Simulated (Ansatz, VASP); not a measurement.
## Two plane-wave programs on TlBr

The input INCAR:

```
PREC = Accurate
ENCUT = 600
EDIFF = 1E-7
ISMEAR = 0
SIGMA = 0.02
LREAL = False
LASPH = True
NELM = 100
ALGO = Fast
ISIF = 3
LWAVE = False
LCHARG = False
GGA = PS
IBRION = 2
NSW = 70
EDIFFG = -0.005
```

KPOINTS

```
regular mesh
0
Gamma
  8 8 8
```

File POSCAR:

```
TlBr
1.0
    3.9800000000      0.0000000000      0.0000000000
    0.0000000000      3.9800000000      0.0000000000
    0.0000000000      0.0000000000      3.9800000000
Tl Br
1 1
Direct
    0.0000000000      0.0000000000      0.0000000000
    0.5000000000      0.5000000000      0.5000000000
```

Input for Ansatz:

```yaml
crystal:
  lattice:
    - [3.98, 0.0, 0.0]
    - [0.0, 3.98, 0.0]
    - [0.0, 0.0, 3.98]
  atoms:
    - { symbol: Tl, position: [0.0, 0.0, 0.0] }
    - { symbol: Br, position: [0.5, 0.5, 0.5] }
basis:
  ecutwfc: 420
kpoints:
  mp_grid: { grid: [8, 8, 8] }
hamiltonian:
  xc: pbesol
scf:
  occupations: { method: gaussian, width: 0.02 }
output:
  forces: true
  stress: true
  eigenvalues: true
relax:
  adjacent_minimum: "off"
  f_tol: 0.005
  max_steps: 50
  cell: { stress_tol: 0.05 }
```

Alike in both runs: task relaxation of cell and atoms; functional PBEsol; k mesh 8 × 8 × 8; occupations gaussian, width 0.02 eV; no spin polarisation.

|  | VASP | Ansatz |
| --- | --- | --- |
| version | VASP 6.6.1 | Ansatz 0.2.0 |
| potentials or method | VASP PAW PBE potentials, release 64 (Tl_d, Br) | scalar-relativistic, plane waves, PAW |
| plane-wave cutoff (eV) | 600 | 420 |
| valence electrons in the cell | 20 | 20 |

VASP gave:

```
gap on the k mesh at the Fermi level, each at its own relaxed structure (eV) : 1.59
relaxed volume (Å³/atom)                                                     : 30.01
relaxed cell length with the largest relative difference (Å)                 : 3.915
energy change over the relaxation (meV/atom)                                 : -6
```

Q: Which values does Ansatz return?

A: gap on the k mesh at the Fermi level, each at its own relaxed structure (eV): 1.59; relaxed volume (Å³/atom): 29.99; relaxed cell length with the largest relative difference (Å): 3.915; energy change over the relaxation (meV/atom): -6.

Caveats: the PAW data sets were made with another functional, which shifts forces and pressure a little (VASP); spin-orbit coupling is left out, which as a rule narrows the gap of such compounds by several tenths of an eV. A k mesh can miss the band edges.
